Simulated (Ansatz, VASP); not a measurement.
## One calculation of Ti, two programs

INCAR

```
PREC = Accurate ; ENCUT = 520
EDIFF = 1E-7 ; ISMEAR = 0
SIGMA = 0.15 ; LREAL = False
LASPH = True ; NELM = 100
ALGO = Normal ; ISIF = 2
LWAVE = False ; LCHARG = False
GGA = PS ; NBANDS = 12
```

Contents of KPOINTS:

```
Automatic mesh
0
Gamma
  22 22 22
```

POSCAR

```
Ti
1.0
   -1.5759086048      1.5759086048      1.5759086048
    1.5759086048     -1.5759086048      1.5759086048
    1.5759086048      1.5759086048     -1.5759086048
Ti
1
Direct
    0.0000000000      0.0000000000      0.0000000000
```

Input for Ansatz:

```yaml
crystal:
  lattice:
    - [-1.5759086048, 1.5759086048, 1.5759086048]
    - [1.5759086048, -1.5759086048, 1.5759086048]
    - [1.5759086048, 1.5759086048, -1.5759086048]
  atoms:
    - { symbol: Ti, position: [0.0, 0.0, 0.0] }
basis:
  ecutwfc: 520.0
kpoints:
  mp_grid: { grid: [22, 22, 22] }
hamiltonian:
  xc: pbesol
  pseudopotentials: { kind: paw, azcp: { folder: soft_1 } }
scf:
  occupations: { method: gaussian, width: 0.15 }
output:
  forces: true
  stress: true
  eigenvalues: true
```

Alike in both runs: task single point; functional PBEsol; k mesh 22 × 22 × 22; occupations gaussian, width 0.15 eV; no spin polarisation.

```csv
,VASP,Ansatz
version,VASP 6.6.1,Ansatz 0.2.0
potentials or method,"VASP PAW PBE potentials, release 64 (Ti_sv)","scalar-relativistic, plane waves, PAW"
plane-wave cutoff (eV),520,520
valence electrons in the cell,12,12
```

Ansatz gave:

```
gap on the k mesh at the Fermi level (eV) : none
pressure (GPa)                            : 6.8
```

Problem. What did VASP give for the same quantities?

Solution. gap on the k mesh at the Fermi level (eV): none; pressure (GPa): 6.5.

A gap of «none» marks a metal or a gap that the smearing closes. Ansatz warned: «pseudo_functional_mismatch».

Caveats: the PAW data sets were made with another functional, which shifts forces and pressure a little (VASP).
